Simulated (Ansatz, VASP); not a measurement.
Re: VASP beside Ansatz

INCAR

```
  ALGO = Normal
  EDIFF = 1E-7
  ENCUT = 520
  GGA = PS
  ISIF = 2
  ISMEAR = -1
  LASPH = T
  LCHARG = T
  LELF = T
  LREAL = F
  LVHAR = T
  LWAVE = F
  NBANDS = 10
  NELM = 60
  PREC = Accurate
  SIGMA = 0.0116
```

KPOINTS

```
k-points
0
Gamma
  15 15 15
```

The input POSCAR:

```
Re
1.0
    0.0000000000      1.9704720000      1.9704720000
    1.9704720000      0.0000000000      1.9704720000
    1.9704720000      1.9704720000      0.0000000000
Re
1
Direct
    0.0000000000      0.0000000000      0.0000000000
```

Input for Ansatz:

```yaml
crystal:
  lattice:
    - [0.0, 1.970472, 1.970472]
    - [1.970472, 0.0, 1.970472]
    - [1.970472, 1.970472, 0.0]
  atoms:
    - { symbol: Re, position: [0.0, 0.0, 0.0] }
  symmetry: { tolerance: 0.0003 }
kpoints:
  mp_grid: { grid: [15, 15, 15], shift: [0, 0, 0] }
  band_path:
    path:
      - [0.0, 0.0, 0.0]
      - [0.5, 0.0, 0.5]
      - [0.625, 0.25, 0.625]
      - [0.375, 0.375, 0.75]
      - [0.0, 0.0, 0.0]
      - [0.5, 0.5, 0.5]
      - [0.5, 0.25, 0.75]
      - [0.5, 0.0, 0.5]
    npoints: 8
magnetization:
  spin_polarized: false
scf:
  occupations: { method: fermi_dirac, width: 0.0116 }
  lower_state_search: "off"
  max_iter: 200
hamiltonian:
  pseudopotentials: { kind: paw }
  xc: pbesol
basis:
  ecutwfc: 420
  fft_grid_basis: typed
output:
  forces: true
  stress: true
  eigenvalues: true
  bader: true
  populations: true
  elf: true
  write_potential: true
  volumetric_format: npy
  dos:
    e_range: [-12, 8]
    de: 0.05
    projected: { site_lists: { Re: [Re] } }
checkpoint:
  read: saved_state
```

Alike in both runs: task single point; functional PBEsol; k mesh 15 × 15 × 15; occupations fermi-dirac, width 0.0116 eV; no spin polarisation.

|  | VASP | Ansatz |
| --- | --- | --- |
| version | VASP 6.6.1 | Ansatz 0.2.0 |
| potentials or method | VASP PAW PBE potentials, release 64 (Re) | PAW plane waves |
| plane-wave cutoff (eV) | 520 | 420 |
| valence electrons in the cell | 7 | 15 |

VASP gave:

- pressure (GPa): -16.9

Task: What did Ansatz give for the same quantities?

Result: Pressure (GPa): -16.5.

The two sets of potentials don't hold the same shells in valence.

Caveats: so large a pressure means that the cell lies far from this level's equilibrium, or that cutoff or potentials fall short (VASP); the potentials were made for another functional, which shifts forces and pressure (VASP). The runs have no spin-orbit coupling, so splittings on Re are missing.
